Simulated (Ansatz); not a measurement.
# Moving the functional in WSi2

```cif
data_structure
_symmetry_space_group_name_H-M 'I4/mmm'
_symmetry_Int_Tables_number 139
_cell_length_a 3.2138
_cell_length_b 3.2138
_cell_length_c 7.8299
_cell_angle_alpha 90.000
_cell_angle_beta 90.000
_cell_angle_gamma 90.000
_cell_volume 80.87
loop_
_atom_site_label
_atom_site_type_symbol
_atom_site_symmetry_multiplicity
_atom_site_Wyckoff_symbol
_atom_site_fract_x
_atom_site_fract_y
_atom_site_fract_z
_atom_site_occupancy
W1 W 2 a 0.00000 0.00000 0.00000 1
Si1 Si 4 e 0.50000 0.50000 0.16530 1
```

Kept alike: task band structure; k mesh 12 × 12 × 12; occupations fermi-dirac, width 0.05 eV; no spin polarisation. Program: Ansatz, all-electron LAPW, scalar-relativistic. The mesh is that of the run's cell of 3 atoms. No spin-orbit coupling.

| run | pressure (GPa) |
| --- | --- |
| A | -5.79 |
| B | -1.99 |
| C | 3.27 |

Pressure is positive in compression. For a metal such a mesh leaves the last digits unconverged.

Q: The runs differ in the functional alone: LDA; PBE; PBEsol. Which run is which?

A: Run A is LDA; run B is PBEsol; run C is PBE. The pressure runs from -5.79 (LDA) to 3.27 GPa (PBE). From PBE: LDA -9.06; PBEsol -5.26. A positive pressure means that the functional's own cell is larger than the one given, a negative one that it is smaller.

At this fixed cell, LDA binds WSi2 most tightly and PBE most loosely, with PBEsol between them and somewhat nearer to LDA. The order follows from how each functional treats density gradients. Stretching the lattice makes the density between the atoms more inhomogeneous, and the gradient-dependent exchange of PBE lowers the energy of such a density, which adds an outward push that LDA lacks. PBEsol has a weaker gradient dependence in exchange, closer to that of a slowly varying electron gas, and so keeps only part of this push. The effect probably arises largely where the W and Si valence densities overlap the outer core regions, rather than from any change in the W 5d–Si 3p bonding itself.

Because the disilicide is stiff, pressures of a few GPa correspond to only small changes in volume. PBEsol has the smallest residual pressure, at -1.99 GPa, but this makes it the most accurate of the three for the volume only if the given cell is close to the experimental one.
